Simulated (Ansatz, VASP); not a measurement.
**BeTe: VASP and Ansatz over several settings**

```xyz
2
Lattice="0.0000 2.8065 2.8065 2.8065 0.0000 2.8065 2.8065 2.8065 0.0000" Properties=species:S:1:pos:R:3 pbc="T T T"
Te    4.2097    4.2097    4.2097
Be    0.0000    0.0000    0.0000
```

Change from the starting cell: volume scaled by 1.04.

Single points on this cell with VASP 6.6.1 and Ansatz 0.2.0. Each row is one pair of runs. Alike in all rows: spin: off; k mesh: 8 × 8 × 8; smearing: fermi-dirac, width 0.05 eV; VASP's potentials, cutoff: VASP PAW PBE potentials, release 64 (Te, Be), 520 eV.

```tsv
level	Ansatz's potentials, cutoff	gap on the k mesh at the Fermi level (eV), VASP	gap on the k mesh at the Fermi level (eV), Ansatz	least direct gap on the mesh (eV), VASP	least direct gap on the mesh (eV), Ansatz	pressure (GPa), VASP	pressure (GPa), Ansatz
PBE	Ansatz PAW, 420 eV	1.95	1.96	3.60	3.62	1.8	1.6
PBE	SPMS NC, 707 eV	1.95	1.97	3.60	3.63	1.8	1.7
PBE	PseudoDojo standard (PBE files), 1197 eV	1.95	1.96	3.60	3.63	1.8	1.7
PBEsol	Ansatz PAW, 420 eV	1.83	1.85	3.59	3.61	0.0	-0.3
```

Gap on the k mesh at the fermi level (eV): the two programs differ by at most 0.018; least direct gap on the mesh (eV): the two programs differ by at most 0.033; pressure (GPa): the two programs differ by at most 0.25.

Caveats: spin-orbit coupling is left out, which moves the levels of the heavy elements (some rows); the PAW data sets were made with another functional, which shifts forces and pressure a little (VASP); the PAW data sets come from PBE, with cores solved anew for the run's functional, which leaves a small shift of forces and pressure (Ansatz).
